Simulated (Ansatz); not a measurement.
# C (sc type): the cost of one run

Program: Ansatz 0.2.0. Level of theory: DFT PBE, with the methods named in each step. These are calculated values, not measurements.

## Step 1: The starting structure

The structure is cubic, space group Pm-3m (No. 221). The conventional cell has a = 1.776 Å, b = 1.776 Å, c = 1.776 Å, α = 90.00°, β = 90.00°, γ = 90.00°. Around C (site symmetry m-3m) lie 6 C at 1.78 Å.

Coordinates:

```
CELL_PARAMETERS angstrom
1.77623 0.00000 0.00000
0.00000 1.77623 0.00000
0.00000 0.00000 1.77623
ATOMIC_POSITIONS crystal
C 0.00000 0.00000 0.00000
```

Whether this phase is the stable one at these pressures isn't tested.

## Step 2: The reference volume, LAPW

input.yaml

```yaml
crystal:
  lattice:
    - [1.7762261763, 0.0, 0.0]
    - [0.0, 1.7762261763, 0.0]
    - [0.0, 0.0, 1.7762261763]
  atoms:
    - { symbol: C, position: [0.0, 0.0, 0.0] }
kpoints:
  mp_grid: { grid: [20, 20, 20] }
  band_path:
    path:
      - [0.0, 0.0, 0.0]
      - [0.0, 0.5, 0.0]
      - [0.5, 0.5, 0.0]
      - [0.0, 0.0, 0.0]
      - [0.5, 0.5, 0.5]
      - [0.0, 0.5, 0.0]
      - [0.5, 0.5, 0.5]
      - [0.5, 0.5, 0.0]
    npoints: 14
scf:
  occupations: { method: fermi_dirac, width: 0.08 }
hamiltonian:
  xc: pbe
  pseudopotentials: { kind: all_electron, lapw: { basis_error: 0.001 } }
output:
  forces: true
  stress: true
  eigenvalues: true
  populations: true
  dos: { projected: true, de: 0.2, e_range: [-14, 8] }
```

The run is started by

```console
ansatz run input.yaml --threads 1 --pin off --max-ram 2048MiB --backend cpu --events-out ev --progress --plain --runs-dir out
```

**Question.** How long does this run take on 1 thread of Intel Xeon Platinum 8488C (Sapphire Rapids), shared host, and how much memory does it need?

About 5.4 s, with a peak of 0.28 GiB.
